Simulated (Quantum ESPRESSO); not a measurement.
Crystal: CuO.

```
CELL_PARAMETERS angstrom
3.17550 0.00000 0.00000
0.00000 3.17550 0.00000
0.00000 0.00000 4.64953
ATOMIC_POSITIONS crystal
Cu 0.00000 0.00000 0.00000
Cu 0.50000 0.50000 0.00000
O 0.50000 0.00000 0.26700
O 0.00000 0.50000 0.73300
```

The cell was built by a generator and needn't be a form met in nature.

Program: Quantum ESPRESSO 7.5. Alike in all runs: task band structure; no spin polarisation; cell as given; k mesh 8 × 8 × 6; smearing fermi-dirac 0.05 eV.

**Question.** Order these runs on this cell by their pressure, lowest first.
A. level PBE; potentials or basis Ansatz NC SR PBE; cutoff (eV) 1252
B. level LDA; potentials or basis GBRV 1.5 LDA; cutoff (eV) 762; form of the LDA correlation PZ81
C. level PBEsol; potentials or basis GBRV 1.5 PBEsol; cutoff (eV) 762

**Answer.** B (4.6 GPa), C (10.5 GPa), A (16.9 GPa).

Caveats: the run has no spin polarisation, though such a crystal can be magnetic; so large a pressure means that the cell lies far from this level's equilibrium, or that cutoff or potentials fall short (some runs).
